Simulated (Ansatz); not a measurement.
Runs of Ansatz 0.2.0 on CaO. It takes space group Fm-3m (No. 225, cubic). The conventional cell has a = 4.807 Å, b = 4.807 Å, c = 4.807 Å, α = 90.00°, β = 90.00°, γ = 90.00°. Around Ca (site symmetry m-3m) lie 6 O at 2.40 Å. O (site symmetry m-3m) has 6 Ca at 2.40 Å as nearest neighbours. The cell is a database's computed one.

```tsv
task	level	potentials or basis	cell	k mesh	cutoff (eV)	smearing	points for each segment of the path	atoms under strain	gap on the mesh (eV)	pressure (GPa)	V0 of scaled cells (Å³/atom)	B0 (GPa)
relaxation of cell and atoms	RPBE+D4	Ansatz PAW	relaxed	10 × 10 × 10	420	fermi-dirac 0.05 eV	-	-	3.77	0.0	-	-
band structure	BPBE	Ansatz PAW	as given	10 × 10 × 10	420	fermi-dirac 0.05 eV	14	-	3.68	(b)	-	-
equation of state	r2SCAN	Ansatz PAW	as given	10 × 10 × 10	500	fermi-dirac 0.05 eV	-	-	-	-	13.78	117
elastic constants	LDA	Ansatz PAW	as given	8 × 8 × 8	420	fixed	-	relaxed	3.49	(d)	-	-
equation of state	PBEsol+D4	Ansatz PAW	as given	10 × 10 × 10	420	fermi-dirac 0.05 eV	-	-	-	-	13.39	118
band structure	BLYP	Ansatz PAW	as given	10 × 10 × 10	420	fermi-dirac 0.05 eV	14	-	3.75	(a)	-	-
equation of state	PBEsol	PseudoDojo PBEsol stringent	as given	10 × 10 × 10	1252	fermi-dirac 0.05 eV	-	-	-	-	(c)	116
Born charges and dielectric tensor	r2SCAN	Ansatz PAW	as given	10 × 10 × 10	500	fixed	-	-	4.20	-	-	-
```

Alike in all rows: no spin polarisation.

Fill in the values left out.

(a) 4.3; (b) 1.5; (c) 13.51; (d) -7.0.

Caveats: the PAW data sets come from PBE, with cores solved anew for the run's functional, which leaves a small shift of forces and pressure (some runs); the plane-wave basis is chosen anew once the cell has moved, so the energies of steps on either side of that aren't comparable (some runs); the PAW data sets were made with another functional, which shifts forces and pressure a little (some runs); the cell is more than 3 GPa from zero pressure, which shifts response properties (some runs).

A k mesh can miss the band edges.

Runs at the PBE level aren't shown here.
